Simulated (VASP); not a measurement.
Here is a VASP 6.6.1 calculation.

File INCAR:

```
PREC = Accurate ; ENCUT = 520
EDIFF = 1E-6 ; ISMEAR = 1
SIGMA = 0.1 ; LREAL = False
LASPH = True ; NELM = 120
ALGO = Normal ; ISIF = 2
LWAVE = False ; LCHARG = False
LDIPOL = True ; IDIPOL = 3
DIPOL = 0.5 0.5 0.500 ; GGA = PE
IVDW = 12 ; IBRION = 2
NSW = 90 ; EDIFFG = -0.02
KPAR = 2
```

The input KPOINTS:

```
regular mesh
0
Gamma
  14 14 1
```

File POSCAR:

```
Ru
1.0
    2.6979127300      0.0000000000      0.0000000000
   -1.3489563700      2.3364609300      0.0000000000
    0.0000000000      0.0000000000     27.9040079300
Ru
4
Selective dynamics
Direct
    0.3333330000      0.6666670000      0.3854330800  F F F
    0.6666670000      0.3333330000      0.4618110300  T T T
    0.3333330000      0.6666670000      0.5381889700  T T T
    0.6666670000      0.3333330000      0.6145669200  T T T
```

Potentials or basis: VASP PAW PBE potentials, release 64 (Ru_pv).

Run with:

```sh
$ cat potpaw_PBE.64/Ru_pv/POTCAR > POTCAR
$ mpirun -np 2 vasp_std > vasp.out
```

Problem. What does it give for the band gap on the k mesh?

Solution. None (metal or under the smearing width).

Problem. Predict the dispersion energy per atom.

Solution. -0.463 eV.

Step by step:
| step | energy change (eV) | largest force (eV/Å) | pressure (GPa) |
| --- | --- | --- | --- |
| 1 | 0.0000 | 0.5647 | -2.89 |
| 2 | -0.0191 | 0.3977 | -2.51 |
| 3 | -0.0191 | 0.4023 | -2.53 |
| 4 | -0.0223 | 0.3585 | -2.41 |
| 5 | -0.0293 | 0.2229 | -2.05 |
| 6 | -0.0315 | 0.1304 | -1.29 |
| 7 | -0.0326 | 0.0657 | -1.57 |
| 8 | -0.0326 | 0.0848 | -1.65 |
| 9 | -0.0329 | 0.0206 | -1.61 |
| 10 | -0.0329 | 0.0256 | -1.60 |
| 11 | -0.0329 | 0.0052 | -1.60 |
